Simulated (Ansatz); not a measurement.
Write the native input for Ansatz 0.2.0 that does the following.

| Property | Result |
| --- | --- |
| Task | band structure |
| Functional | LDA |
| Potentials or basis | Ansatz PAW |
| Cutoff | 420 eV (not typed: the program's choice for these potentials) |
| k mesh | 9 × 9 × 5 |
| Occupations | fermi-dirac, width 0.05 eV |
| Spin | no spin polarisation |
| Path | [["G", "M", "K", "G", "A", "L", "H", "A"], ["L", "M"], ["K", "H"]] |
| Points for each segment of the path | 14 |

PtS2:

```
Pt S
1.0
     3.54320    0.00000    0.00000
    -1.77160    3.06850    0.00000
     0.00000    0.00000    5.03880
Pt S
1 2
Cartesian
  0.0000 0.0000 0.0000
  1.7716 1.0228 3.8950
  0.0000 2.0457 1.1438
```

One way to write it, as run:

input.yaml

```yaml
crystal:
  lattice:
    - [3.5432, 0.0, 0.0]
    - [-1.7716, 3.0685012107, 0.0]
    - [0.0, 0.0, 5.0388]
  atoms:
    - { symbol: Pt, position: [0.0, 0.0, 0.0] }
    - { symbol: S, position: [0.6666666667, 0.3333333333, 0.773] }
    - { symbol: S, position: [0.3333333333, 0.6666666667, 0.227] }
hamiltonian:
  xc: lda
  pseudopotentials: { kind: paw }
kpoints:
  mp_grid: { grid: [9, 9, 5] }
  band_path:
    path:
      - [[0.0, 0.0, 0.0], [0.5, 0.0, 0.0], [0.3333333333, 0.3333333333, 0.0], [0.0, 0.0, 0.0], [0.0, 0.0, 0.5], [0.5, 0.0, 0.5], [0.3333333333, 0.3333333333, 0.5], [0.0, 0.0, 0.5]]
      - [[0.5, 0.0, 0.5], [0.5, 0.0, 0.0]]
      - [[0.3333333333, 0.3333333333, 0.0], [0.3333333333, 0.3333333333, 0.5]]
    npoints: 14
scf:
  occupations: { method: fermi_dirac, width: 0.05 }
  n_extra_bands: 7
output:
  forces: true
  stress: true
  eigenvalues: true
  fatbands: false
  write_density: true
  write_potential: true
  elf: true
  volumetric_format: npy
```

Potentials or basis: Ansatz PAW.

Run with:

```console
$ ansatz run input.yaml --threads 2 --pin off --max-ram 5632MiB --backend cpu --events-out ev --progress --plain --runs-dir out
```

It gave:

```yaml
Pressure: 3.6 GPa
Largest_force: 0.805 eV/Å
Band_gap_on_the_k_mesh: 0.90 eV, indirect (least direct gap 0.95 eV)
Band_gap_along_the_path: 0.92 eV, indirect (least direct gap 1.45 eV)
```

Caveat: spin-orbit coupling is left out, which moves the levels of the heavy elements; the PAW data sets come from PBE, with cores solved anew for the run's functional, which leaves a small shift of forces and pressure.

Run time: 3 s on 2 threads of Intel(R) Xeon(R) Platinum 8259CL CPU @ 2.50GHz (Skylake/Cascade Lake), on a shared host, peak memory 0.42 GiB.
